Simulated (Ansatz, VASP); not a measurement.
## Two plane-wave programs on BN

The input INCAR:

```
PREC = Accurate ; ENCUT = 520
EDIFF = 1E-7 ; ISMEAR = 0
SIGMA = 0.05 ; LREAL = F
LASPH = T ; NELM = 80
ALGO = Normal ; ISIF = 2
LWAVE = F ; LCHARG = F
GGA = PE ; NBANDS = 16
```

KPOINTS

```
regular mesh
0
Gamma
  12 12 4
```

The input POSCAR:

```
BN
1.0
    2.6041513725      0.0000000000      0.0000000000
   -1.3020756863      2.0817796097      0.0000000000
    0.0000000000      0.0000000000      6.6612000000
B N
2 2
Direct
    0.3333333333      0.6666666667      0.2500000000
    0.6666666667      0.3333333333      0.7500000000
    0.3333333333      0.6666666667      0.7500000000
    0.6666666667      0.3333333333      0.2500000000
```

Input for Ansatz:

```yaml
crystal:
  lattice:
    - [2.6041513725, 0.0, 0.0]
    - [-1.3020756863, 2.0817796097, 0.0]
    - [0.0, 0.0, 6.6612]
  atoms:
    - { symbol: B, position: [0.3333333333, 0.6666666667, 0.25] }
    - { symbol: B, position: [0.6666666667, 0.3333333333, 0.75] }
    - { symbol: "N", position: [0.3333333333, 0.6666666667, 0.75] }
    - { symbol: "N", position: [0.6666666667, 0.3333333333, 0.25] }
basis:
  ecutwfc: 420
kpoints:
  mp_grid: { grid: [12, 12, 4] }
hamiltonian:
  xc: pbe
scf:
  occupations: { method: gaussian, width: 0.05 }
output:
  forces: true
  stress: true
  eigenvalues: true
```

Change from the starting cell: strain +0.0400 x Voigt [1, -1, 0, 0, 0, 0], atoms carried along.

Alike in both runs: task single point; functional PBE; k mesh 12 × 12 × 4; occupations gaussian, width 0.05 eV; no spin polarisation.

|  | VASP | Ansatz |
| --- | --- | --- |
| version | VASP 6.6.1 | Ansatz 0.2.0 |
| potentials or method | VASP PAW PBE potentials, release 64 (B, N) | scalar-relativistic, plane waves, PAW |
| plane-wave cutoff (eV) | 520 | 420 |
| valence electrons in the cell | 16 | 16 |

|  | VASP | Ansatz | Ansatz less VASP |
| --- | --- | --- | --- |
| gap on the k mesh at the Fermi level (eV) | 4.03 | 4.04 | +0.007 |
| least direct gap on the mesh (eV) | 4.68 | 4.68 | +0.006 |
| pressure (GPa) | 5.4 | 5.3 | -0.07 |
| largest component of the traceless stress (GPa) | 31.54 | 31.37 | -0.170 |
| rms of the force components (eV/Å) | 0.715 | 0.716 | +0.0008 |

Atom by atom the forces differ by 0.001 eV/Å (rms over components). The functional is the same, so the differences come from potentials, cutoffs and numerics.

Caveats: this functional lacks dispersion, which binds the layers, so the pressure and a relaxed spacing across them are unreliable; forces of over 1 eV/Å show positions far from the minimum, so gaps and moduli don't describe the material at rest. A k mesh can miss the band edges.
